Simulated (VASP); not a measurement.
# Hf in VASP: single point with r2SCAN

Aim: the single point of Hf with r2SCAN.

Program: VASP 6.6.1. These are calculated values, not measurements. Logs are shortened: lines on timing, memory, paths and dates and some standing lists are left out, and cuts for length are marked.

## 1. Starting point

The cell holds a slab with vacuum, 3 atoms: a = 3.181 Å, b = 3.181 Å, c = 25.085 Å, α = 90.00°, β = 90.00°, γ = 120.00°.

The cell was built by a generator and needn't be a form met in nature.

## 2. Single point, r2SCAN

The input, POSCAR:

```
Hf
1.0
    3.1810105195      0.0000000000      0.0000000000
   -1.5905052598      2.7548359196      0.0000000000
    0.0000000000      0.0000000000     25.0847476114
Hf
3
Direct
    0.6666666667      0.3333333333      0.2790540335
    0.3333333333      0.6666666667      0.3746706068
    0.6666666667      0.3333333333      0.4763454014
```

The input, INCAR.step1:

```
SYSTEM = Hf
PREC = Accurate
ENCUT = 520
ISMEAR = 1
SIGMA = 0.1
LREAL = .FALSE.
LASPH = .TRUE.
NELM = 100
LDIPOL = .TRUE.
IDIPOL = 3
DIPOL = 0.5 0.5 0.377
NBANDS = 22
GGA = PE
ALGO = Normal
EDIFF = 1E-4
LWAVE = .TRUE.
LCHARG = .FALSE.
```

The input, INCAR.step2:

```
SYSTEM = Hf
PREC = Accurate
ENCUT = 520
EDIFF = 1E-6
ISMEAR = 1
SIGMA = 0.1
LREAL = .FALSE.
LASPH = .TRUE.
NELM = 100
ALGO = Normal
ISIF = 2
LWAVE = .FALSE.
LCHARG = .FALSE.
LDIPOL = .TRUE.
IDIPOL = 3
DIPOL = 0.5 0.5 0.377
METAGGA = R2SCAN
LMIXTAU = .TRUE.
NBANDS = 22
ISTART = 1
```

The input, KPOINTS:

```
Automatic mesh
0
G
  12 12 1
  0 0 0
```

Potentials or basis: VASP PAW PBE potentials, release 64 (Hf_pv).

Started as:

```sh
$ cat potpaw_PBE.64/Hf_pv/POTCAR > POTCAR
$ cp INCAR.step1 INCAR
$ mpirun -np 1 vasp_std > vasp.out
$ cp INCAR.step2 INCAR
$ mpirun -np 1 vasp_std > vasp.out
```

OUTCAR:

```text
SYSTEM = Hf
   PREC = Accurate
   ENCUT = 520
   EDIFF = 1E-6
   ISMEAR = 1
   LREAL = .FALSE.
   LASPH = .TRUE.
   NELM = 100
   ISIF = 2
   METAGGA = R2SCAN
   ISTART = 1

 ion  position               nearest neighbor table
   1  0.667  0.333  0.279-   2 3.02   2 3.02   2 3.02
   2  0.333  0.667  0.375-   1 3.02   1 3.02   1 3.02   3 3.14   3 3.14   3 3.14
   3  0.667  0.333  0.476-   2 3.14   2 3.14   2 3.14

  LATTYP: Found a hexagonal cell.
 ALAT       =     3.1810105195
 C/A-ratio  =     7.8857795212

  Lattice vectors:

 A1 = (   3.1810105195,   0.0000000000,   0.0000000000)
 A2 = (  -1.5905052598,   2.7548359196,   0.0000000000)
 A3 = (   0.0000000000,   0.0000000000,  25.0847476114)

Analysis of symmetry for initial positions (statically):
=====================================================================
 Subroutine PRICEL returns:
 Original cell was already a primitive cell.

 Routine SETGRP: Setting up the symmetry group for a
 hexagonal supercell.

 Subroutine GETGRP returns: Found  6 space group operations
 (whereof  6 operations were pure point group operations)
 out of a pool of 24 trial point group operations.

The static configuration has the point symmetry C_3v.

Analysis of symmetry for dynamics (positions and initial velocities):
=====================================================================
 Subroutine PRICEL returns:
 Original cell was already a primitive cell.

 Routine SETGRP: Setting up the symmetry group for a
 hexagonal supercell.

 Subroutine GETGRP returns: Found  6 space group operations
 (whereof  6 operations were pure point group operations)
 out of a pool of 24 trial point group operations.

The dynamic configuration has the point symmetry C_3v.

 Subroutine INISYM returns: Found  6 space group operations
 (whereof  6 operations are pure point group operations),
 and found     1 'primitive' translations

----------------------------------------------------------------------------------------

                                     Primitive cell

  volume of cell :     219.8217

  direct lattice vectors                    reciprocal lattice vectors
     3.181010520  0.000000000  0.000000000     0.314365512  0.181499013  0.000000000
    -1.590505260  2.754835920  0.000000000     0.000000000  0.362998026  0.000000000
     0.000000000  0.000000000 25.084747611     0.000000000  0.000000000  0.039864862

  length of vectors
     3.181010520  3.181010520 25.084747611     0.362998026  0.362998026  0.039864862

  position of ions in fractional coordinates (direct lattice)
     0.666666667  0.333333333  0.279054034
     0.333333333  0.666666667  0.374670607
     0.666666667  0.333333333  0.476345401

  ion indices of the primitive-cell ions
   primitive index   ion index
                 1           1
                 2           2
                 3           3

----------------------------------------------------------------------------------------

 KPOINTS: Automatic mesh

Automatic generation of k-mesh.
 Grid dimensions read from file:
 generate k-points for:   12   12    1

 Generating k-lattice:

  Cartesian coordinates                     Fractional coordinates (reciprocal lattice)
     0.026197126  0.015124918  0.000000000     0.083333333 -0.000000000  0.000000000
     0.000000000  0.030249835  0.000000000     0.000000000  0.083333333  0.000000000
     0.000000000  0.000000000  0.039864862     0.000000000  0.000000000  1.000000000

  Length of vectors
     0.030249835  0.030249835  0.039864862

  Shift w.r.t. Gamma in fractional coordinates (k-lattice)
     0.000000000  0.000000000  0.000000000

 Subroutine IBZKPT returns following result:
 ===========================================

 Found     19 irreducible k-points:

 Following reciprocal coordinates:
            Coordinates               Weight
  0.000000  0.000000  0.000000      1.000000
  0.083333 -0.000000  0.000000      6.000000
  0.166667 -0.000000  0.000000      6.000000
  0.250000 -0.000000  0.000000      6.000000
  0.333333 -0.000000  0.000000      6.000000
  0.416667 -0.000000  0.000000      6.000000
[... 11 lines left out ...]
  0.333333  0.250000  0.000000     12.000000
  0.333333  0.333333  0.000000      2.000000
   k-points           NKPTS =     19   k-points in BZ     NKDIM =     19   number of bands    NBANDS=     22
   number of dos      NEDOS =    301   number of ions     NIONS =      3
   total plane-waves  NPLWV = 110592
   dimension x,y,z NGX =    24 NGY =   24 NGZ =  192
   dimension x,y,z NGXF=    48 NGYF=   48 NGZF=  384
   ions per type =               3
   NGX,Y,Z   is equivalent  to a cutoff of  12.54, 12.54, 12.72 a.u.
   NGXF,Y,Z  is equivalent  to a cutoff of  25.09, 25.09, 25.45 a.u.
 SYSTEM =  Hf
   PREC   = accura    normal or accurate (medium, high low for compatibility)
   ISTART =      1    job   : 0-new  1-cont  2-samecut
   ICHARG =      0    charge: 1-file 2-atom 10-const
   ISPIN  =      1    spin polarized calculation?
   LNONCOLLINEAR =      F non collinear calculations
   LSORBIT =      F    spin-orbit coupling
   LASPH  =      T    aspherical Exc in radial PAW
   ENCUT  =  520.0 eV  38.22 Ry    6.18 a.u.   5.91  5.91 46.64*2*pi/ulx,y,z
   NELM   =    100;   NELMIN=  2; NELMDL=  0     # of ELM steps
   EDIFF  = 0.1E-05   stopping-criterion for ELM
   LREAL  =      F    real-space projection
   EDIFFG = 0.1E-04   stopping-criterion for IOM
   NSW    =      0    number of steps for IOM
   IBRION =     -1    ionic relax: 0-MD 1-quasi-New 2-CG
   NFREE  =      0    steps in history (QN), initial steepest desc. (CG)
   ISIF   =      2    stress and relaxation
   ISYM   =      2    0-nonsym 1-usesym 2-fastsym
   POTIM  = 0.5000    time-step for ionic-motion
   TEBEG  =    0.0;   TEEND  =   0.0 temperature during run
   PSTRESS=    0.0 pullay stress
   NELECT =      30.0000    total number of electrons
   NUPDOWN=      -1.0000    fix difference up-down
   EMIN   =  10.00;   EMAX   =-10.00  energy-range for DOS
   EFERMI =   0.00;   METHOD = LEGACY
   ISMEAR =     1;   SIGMA  =   0.10  broadening in eV -4-tet -1-fermi 0-gaus
   EFERMI_NEDOS =   21; number of points for ismear=-14 and -15
   IALGO  =     38    algorithm
   IMIX   =      4    mixing-type and parameters
     AMIX     =   0.40;   BMIX     =  1.00
     AMIX_MAG =   1.60;   BMIX_MAG =  1.00
  volume/ion in A,a.u.               =      73.27       494.48
  Fermi-wavevector in a.u.,A,eV,Ry     =   0.842866  1.592785  9.665887  0.710423
  Thomas-Fermi vector in A             =   1.957641
   LORBIT       =      0    0 simple, 1 ext, 2 COOP (PROOUT), +10 PAW based schemes
   METAGGA = R2SCAN    functional components
   LHFCALC =     F    Hartree Fock is set to
   AEXX    =    0.0000 exact exchange contribution
   IVDW    =     0    specifies the selected vdW correction
   LEPSILON=     F    determine dielectric tensor
   LRPA    =     F    only Hartree local field effects (RPA)
 non-spin polarized calculation
 Methfessel and Paxton  Order N= 1 SIGMA  =   0.10
  energy-cutoff  :      520.00
  volume of cell :      219.82
 maximum number of plane-waves:      5956
 NGX is ok and might be reduce to    24
   NGX = 11   NGY = 11   NGZ = 93

 number of electron      30.0000004 magnetization

 dipolmoment           0.000000      0.000000     -0.008016 electrons x Angstroem

 Free energy of the ion-electron system (eV)
  ---------------------------------------------------
  ext. energy  EPLUGINS =         0.00000000
  ---------------------------------------------------
  free energy    TOTEN  =      -133.19579100 eV

  energy without entropy =     -133.19607811  energy(sigma->0) =     -133.19588670

 E-fermi :  -1.4341     XC(G=0):  -4.4373

 val. band max:       -1.4589457143   @ k =   0.3333  -0.0000   0.0000
 cond. band min:      -1.4137521142   @ k =   0.4167  -0.0000   0.0000
 fundamental gap:      0.0451936001
 Fermi energy:        -1.4340537227

 k-point     1 :       0.0000    0.0000    0.0000
  band No.  band energies     occupation
      1     -33.6617      2.00000
      2     -33.5000      2.00000
      3     -33.0545      2.00000
      4     -33.0545      2.00000
      5     -32.9559      2.00000
      6     -32.9559      2.00000
[... 14 lines left out ...]
     21       0.5224     -0.00000
     22       0.5224     -0.00000

 k-point     2 :       0.0833   -0.0000    0.0000
  band No.  band energies     occupation
      1     -33.6498      2.00000
      2     -33.4964      2.00000
      3     -33.0980      2.00000
      4     -33.0643      2.00000
      5     -33.0041      2.00000
      6     -32.9662      2.00000
[... 14 lines left out ...]
     21       0.5033     -0.00000
     22       0.6989      0.00000

 k-point     3 :       0.1667   -0.0000    0.0000
  band No.  band energies     occupation
      1     -33.6177      2.00000
      2     -33.4878      2.00000
      3     -33.2138      2.00000
      4     -33.1268      2.00000
      5     -33.0909      2.00000
      6     -32.9941      2.00000
[... 14 lines left out ...]
     21       0.6998      0.00000
     22       1.2097      0.00000
[... 351 lines left out ...]
 k-point    18 :       0.3333    0.2500    0.0000
  band No.  band energies     occupation
      1     -33.5654      2.00000
      2     -33.5127      2.00000
      3     -33.4847      2.00000
      4     -33.3968      2.00000
      5     -33.3795      2.00000
      6     -33.3047      2.00000
[... 14 lines left out ...]
     21       2.5327      0.00000
     22       2.7391      0.00000

 k-point    19 :       0.3333    0.3333    0.0000
  band No.  band energies     occupation
      1     -33.5054      2.00000
      2     -33.5048      2.00000
      3     -33.4793      2.00000
      4     -33.4148      2.00000
      5     -33.3927      2.00000
      6     -33.3876      2.00000
[... 14 lines left out ...]
     21       2.6195      0.00000
     22       3.0124      0.00000

------------------------ aborting loop because EDIFF is reached ----------------------------------------

 vacuum level on the upper side and lower side of the slab       (xc-potential included)        -0.115         0.046

  FORCE on cell =-STRESS in cart. coord.  units (eV):
  Direction    XX          YY          ZZ          XY          YZ          ZX
  --------------------------------------------------------------------------------------
  -------------------------------------------------------------------------------------
  Total       -2.1945736     -2.1945736     -0.8817403      0.0000000      0.0000000     -0.0000000
  in kB      -15.9952176    -15.9952176     -6.4265912      0.0000000      0.0000000     -0.0000000
  external PRESSURE =     -12.8056754 kB  Pullay stress =       0.0000000 kB

 VOLUME and BASIS-vectors are now :
 -----------------------------------------------------------------------------
  energy-cutoff  :      520.00
  volume of cell :      219.82
      direct lattice vectors                 reciprocal lattice vectors
     3.181010520  0.000000000  0.000000000     0.314365512  0.181499013  0.000000000
    -1.590505260  2.754835920  0.000000000     0.000000000  0.362998026  0.000000000
     0.000000000  0.000000000 25.084747611     0.000000000  0.000000000  0.039864862

 POSITION                                       TOTAL-FORCE (eV/Angst)
 -----------------------------------------------------------------------------------
      1.59051      0.91828      7.00000        -0.000000      0.000000     -0.050465
     -0.00000      1.83656      9.39852         0.000000      0.000000      0.441799
      1.59051      0.91828     11.94900         0.000000     -0.000000     -0.391334
 -----------------------------------------------------------------------------------
    total drift:                               -0.000001      0.000001      0.000088

  FREE ENERGIE OF THE ION-ELECTRON SYSTEM (eV)
  ---------------------------------------------------
  free  energy   TOTEN  =      -133.1957909972 eV

  energy  without entropy=     -133.1960781122  energy(sigma->0) =     -133.19588670

 vacuum level on the upper side and lower side of the slab         2.774         2.940
```

It took 6.4 min on 1 thread of Intel Xeon 6975P-C (Granite Rapids), shared host; peak memory 0.41 GiB.

Results:

```yaml
Free_energy: -133.1958 eV
Largest_force: 0.442 eV/Å
Band_gap_on_the_k_mesh: none (metal or under the smearing width)
```

Forces on the atoms (eV/Å):
```
Hf   0.000  0.000 -0.050
Hf   0.000  0.000  0.442
Hf   0.000  0.000 -0.391
```

Caveat: the PAW data sets were made with another functional, which shifts forces and pressure a little. The run has no spin-orbit coupling, so splittings on Hf are missing.
